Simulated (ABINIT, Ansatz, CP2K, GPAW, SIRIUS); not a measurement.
As: 5 runs at one level of theory

```
CELL_PARAMETERS angstrom
4.56640 0.00000 0.00000
-2.28320 3.95462 0.00000
0.00000 0.00000 2.83374
ATOMIC_POSITIONS crystal
As 0.33333 0.66667 0.00000
As 0.66667 0.33333 0.00000
```

This isn't the form of As at room conditions, which is rhombohedral.

Alike in all runs: task single point; functional PBE; k mesh 7 × 7 × 9; occupations fermi-dirac, width 0.05 eV; no spin polarisation; no spin-orbit coupling. Pressure is positive in compression and, in plane waves, holds the error of the finite cutoff, which Ansatz's Pulay term estimates and takes out.

```json
{"program and potentials": "SIRIUS, PseudoDojo 0.4.1 PBE standard (scalar relativistic)", "plane-wave cutoff (eV)": "1152", "notes": "15 valence electrons an atom on average", "pressure (GPa)": "-0.09"}
{"program and potentials": "Ansatz, Ansatz PAW (earlier soft set)", "plane-wave cutoff (eV)": "420", "notes": "15 valence electrons an atom on average", "pressure (GPa)": "-0.11"}
{"program and potentials": "GPAW, GPAW PAW data sets (gpaw-data 1.2.1)", "plane-wave cutoff (eV)": "600", "notes": "5 valence electrons an atom on average", "pressure (GPa)": "-0.08"}
{"program and potentials": "ABINIT, JTH PAW PBE v2.0", "plane-wave cutoff (eV)": "408", "notes": "15 valence electrons an atom on average", "pressure (GPa)": "-0.14"}
{"program and potentials": "CP2K, POTENTIAL_UZH As GTH-PBE-q5; TZVP-MOLOPT-PBE-GTH basis", "plane-wave cutoff (eV)": "-", "notes": "atomic basis; 5 valence electrons an atom on average", "pressure (GPa)": "0.17"}
```

The pressure spans -0.14 (ABINIT, JTH PAW PBE v2.0) to 0.17 GPa (CP2K, POTENTIAL_UZH As GTH-PBE-q5; TZVP-MOLOPT-PBE-GTH basis). Rows in atomic bases carry the error of their basis and grid, which can be large.

Differences between rows come from potentials, basis sets and numerical settings, since the functional is the same but for its coding. Runs on potential files found faulty are left out.
